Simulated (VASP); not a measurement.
Input of a VASP 6.6.1 run:

File INCAR:

```
SYSTEM = SiC
PREC = Accurate
ENCUT = 520
EDIFF = 1E-6
ISMEAR = 0
SIGMA = 0.03
LREAL = Auto
LASPH = .True.
NELM = 80
ALGO = Normal
ISIF = 2
LWAVE = .False.
LCHARG = .False.
LDIPOL = .True.
IDIPOL = 3
DIPOL = 0.5 0.5 0.500
GGA = PS
IBRION = 2
NSW = 80
EDIFFG = -0.02
LUSENCCL = .False.
```

File KPOINTS:

```
Automatic mesh
0
Gamma
  9 3 1
  0 0 0
```

The input POSCAR:

```
SiC
1.0
    3.0789836900      0.0000000000      0.0000000000
    0.0000000000     10.0795950000      0.0000000000
    0.0000000000      0.0000000000     25.6659096200
Si C
18 18
Direct
    0.4999999400      0.3121010000      0.2922164100
    0.4999999400      0.8121010000      0.2922164100
    0.9999994200      0.5621690000      0.3268469700
    0.5000004000      0.0621690000      0.3614776400
    0.9999998800      0.3121010000      0.3961082100
    0.9999998800      0.8121010000      0.3961082100
    0.4999993600      0.5621690000      0.4307387700
    0.0000003400      0.0621690000      0.4653694400
    0.4999998200      0.3121010000      0.5000000000
    0.4999998200      0.8121010000      0.5000000000
    0.9999993000      0.5621690000      0.5346305600
    0.5000002800      0.0621690000      0.5692612300
    0.9999997600      0.3121010000      0.6038917900
    0.9999997600      0.8121010000      0.6038917900
    0.4999992400      0.5621690000      0.6385223600
    0.0000002200      0.0621690000      0.6731530300
    0.4999997000      0.3121010000      0.7077835900
    0.4999997000      0.8121010000      0.7077835900
    0.4999999400      0.4995440000      0.2922164100
    0.4999999400      0.9995440000      0.2922164100
    0.9999994200      0.7501880000      0.3268469700
    0.5000004000      0.2501880000      0.3614776400
    0.9999998800      0.4995440000      0.3961082100
    0.9999998800      0.9995440000      0.3961082100
    0.4999993600      0.7501880000      0.4307387700
    0.0000003400      0.2501880000      0.4653694400
    0.4999998200      0.4995440000      0.5000000000
    0.4999998200      0.9995440000      0.5000000000
    0.9999993000      0.7501880000      0.5346305600
    0.5000002800      0.2501880000      0.5692612300
    0.9999997600      0.4995440000      0.6038917900
    0.9999997600      0.9995440000      0.6038917900
    0.4999992400      0.7501880000      0.6385223600
    0.0000002200      0.2501880000      0.6731530300
    0.4999997000      0.4995440000      0.7077835900
    0.4999997000      0.9995440000      0.7077835900
```

Potentials or basis: VASP PAW PBE potentials, release 64 (Si, C).

Run with:

```sh
$ cat potpaw_PBE.64/Si/POTCAR potpaw_PBE.64/C/POTCAR > POTCAR
$ mpirun -np 1 vasp_std > vasp.out
```

What does it give for the energy gained by relaxing?

40.9 meV/atom.

Predict the band gap on the k mesh.

none (metal or under the smearing width).

Step by step:
```tsv
step	energy change (eV)	largest force (eV/Å)	pressure (GPa)
1	0.0000	2.3203	-2.01
2	-0.9662	1.5148	-0.98
3	-0.9666	1.5108	-0.95
4	-1.2596	1.0039	-0.33
5	-1.2605	0.9334	-0.37
6	-1.3710	0.4692	-0.38
7	-1.3720	0.4371	-0.38
8	-1.4184	0.2106	-0.38
9	-1.4257	0.2352	-0.38
10	-1.4474	0.1951	-0.40
11	-1.4480	0.2323	-0.40
12	-1.4623	0.1464	-0.43
13	-1.4624	0.1613	-0.44
14	-1.4654	0.2093	-0.37
15	-1.4661	0.1238	-0.39
16	-1.4689	0.0608	-0.34
17	-1.4691	0.0758	-0.33
18	-1.4710	0.0366	-0.28
19	-1.4710	0.0375	-0.28
20	-1.4714	0.0355	-0.27
21	-1.4714	0.0353	-0.27
22	-1.4717	0.0189	-0.25
```

Caveat: the PAW data sets were made with another functional, which shifts forces and pressure a little.
